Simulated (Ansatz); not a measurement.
Runs of Ansatz 0.2.0 on SrO. It takes space group Fm-3m (No. 225, cubic). Conventional cell: a = 5.133 Å, b = 5.133 Å, c = 5.133 Å, α = 90.00°, β = 90.00°, γ = 90.00°. Sr (site symmetry m-3m) has 6 O at 2.57 Å as nearest neighbours. O (site symmetry m-3m) has 6 Sr at 2.57 Å as nearest neighbours. 

```tsv
task	cell	target pressure (GPa)	gap on the mesh (eV)	pressure (GPa)
single point	as given	-	3.37	(b)
relaxation of cell and atoms	relaxed to 10 GPa	10	3.33	10.0
relaxation of cell and atoms	relaxed to 30 GPa	30	3.10	30.0
relaxation of cell and atoms	relaxed to 20 GPa	20	(a)	20.0
```

Alike in all rows: level PBE; potentials or basis Ansatz PAW; no spin polarisation; k mesh 9 × 9 × 9; cutoff (eV) 420; smearing fermi-dirac 0.05 eV.

Q: Estimate the missing entries.

A: (a) 3.24; (b) 3.3.

Caveats: odd divisions of the mesh miss points on the zone boundary, where band edges often lie, so the gap on the mesh can be too wide; the plane-wave basis is chosen anew once the cell has moved, so the energies of steps on either side of that aren't comparable (some runs).

A k mesh can miss the band edges, and the runs leave out spin-orbit coupling on Sr.
